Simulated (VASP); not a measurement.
Write the native input for VASP 6.6.1 that does the following.

```yaml
Task: single point
Functional: PBEsol
Potentials_or_basis: VASP PAW PBE potentials, release 64 (Sr_sv)
Cutoff: 520 eV
k_mesh: 4 × 4 × 2
Occupations: gaussian, width 0.1 eV
Spin: no spin polarisation
Dipole_correction: no
Further_INCAR_settings: ALGO = Normal; EDIFF = 1e-07; NBANDS = 28
```

The structure of Sr lies in POSCAR:

```
Sr
1.0
    4.0671279462     -2.6880604413      0.0000000000
    4.0671279462      2.6880604413      0.0000000000
    0.0000000000      0.0000000000     10.9652684531
Sr
4
Direct
    0.8500000000      0.1500000000      0.1170000000
    0.6500000000      0.3500000000      0.6170000000
    0.1500000000      0.8500000000      0.8830000000
    0.3500000000      0.6500000000      0.3830000000
```

The cell was built by a generator and needn't be a form met in nature.

One way to write it, as run:

INCAR

```
PREC = Accurate
ENCUT = 520
EDIFF = 1E-7
ISMEAR = 0
SIGMA = 0.1
LREAL = F
LASPH = T
NELM = 100
ALGO = Normal
ISIF = 2
LWAVE = F
LCHARG = T
GGA = PS
LELF = T
LVHAR = T
NBANDS = 28
```

KPOINTS

```
regular mesh
0
Gamma
  4 4 2
```

Potentials or basis: VASP PAW PBE potentials, release 64 (Sr_sv).

Command:

```bash
$ cat potpaw_PBE.64/Sr_sv/POTCAR > POTCAR
$ mpirun -np 1 vasp_std > vasp.out
```

It gave:

The pressure is -0.4 GPa and the largest force is 1.837 eV/Å. The band gap on the k mesh is none (metal or under the smearing width).

Caveat: the PAW data sets were made with another functional, which shifts forces and pressure a little.

Run time: 110 s on 1 thread of AMD EPYC 7R13 Processor (Zen 3), on a shared host, peak memory 0.3 GiB.
